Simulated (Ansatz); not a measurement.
**Structures of Ti₃H: which is lowest?**

Plane-wave DFT in Ansatz with scalar-relativistic PAW potentials, cutoff 500 eV, Γ-centred meshes chosen by cell and gap, Gaussian smearing with energies taken to zero width. Every cell was relaxed (cell and atoms) in a run of its own, within the symmetry of its start. Functional: r2SCAN.

Relaxed structures (starts from databases or built by putting these elements on another compound's sites):
A. Pm-3m, 4 atoms in the computed cell, a = 3.849 Å; sites (symmetry × multiplicity) Ti 4/mm.m × 3, H m-3m × 1; start: built
B. Pm-3n, 8 atoms in the computed cell, a = 4.856 Å; sites (symmetry × multiplicity) Ti -4m.2 × 6, H m-3. × 2; start: built

Rank them by energy. Could pressure change the order?

| structure | group | E − E(lowest) (meV/atom) | V (Å³/atom) | gap on mesh (eV) |
| --- | --- | --- | --- | --- |
| B | Pm-3n | 0.0 | 14.32 | 0.00 |
| A | Pm-3m | 48 | 14.25 | 0.00 |

B is lowest, 48 meV/atom under A. The two lowest differ in volume by under 3 %, too little for a first-order estimate of what pressure does to that pair (other pairs aren't weighed here); with rigid cells even 3 % in favour of the higher one would need about 18 GPa. Other structures may lie lower than all of these, and vibrations aren't counted.